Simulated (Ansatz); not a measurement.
SiC (Moissanite 6H): equation of state with PBEsol

The system is SiC (Moissanite 6H).

```
Si C
1.0
     3.09500    0.00000    0.00000
    -1.54750    2.68035    0.00000
     0.00000    0.00000   15.17000
Si C
6 6
Cartesian
  1.5475 0.8934 6.9524
  0.0000 1.7869 14.5374
  1.5475 0.8934 12.0101
  0.0000 1.7869 4.4251
  0.0000 0.0000 9.4812
  0.0000 0.0000 1.8962
  1.5475 0.8934 5.0562
  0.0000 1.7869 12.6412
  1.5475 0.8934 10.1138
  0.0000 1.7869 2.5288
  0.0000 0.0000 7.5850
  0.0000 0.0000 0.0000
```

```json
{
 "Program": "Ansatz 0.2.0",
 "Task": "equation of state",
 "Functional": "PBEsol",
 "Potentials or basis": "PseudoDojo PBEsol",
 "Cutoff": "1116 eV",
 "Density cutoff": "4463 eV",
 "k mesh": "10 × 10 × 2",
 "Occupations": "fermi-dirac, width 0.05 eV",
 "Spin": "no spin polarisation"
}
```

| Item | Value |
| --- | --- |
| Equilibrium volume | 10.34 Å³/atom |
| Bulk modulus at fixed shape and positions | 221 GPa |
| Pressure derivative of the bulk modulus | 3.9 |

Energy against volume, from the lowest point:
```
volume (Å³/atom)  energy (meV/atom)
           9.858              16.50
          10.068               4.91
          10.277               0.00
          10.487               1.14
          10.697               7.76
          10.907              19.35
          11.116              35.43
```

All runs of the series together: 6.6 min on 2 threads of Intel(R) Xeon(R) Processor @ 2.50GHz (Skylake/Cascade Lake), on a shared host.

Caveat: the cell was scaled at fixed shape and fractional positions, which overstates the stiffness of a crystal with free parameters, most of all of layers and chains.
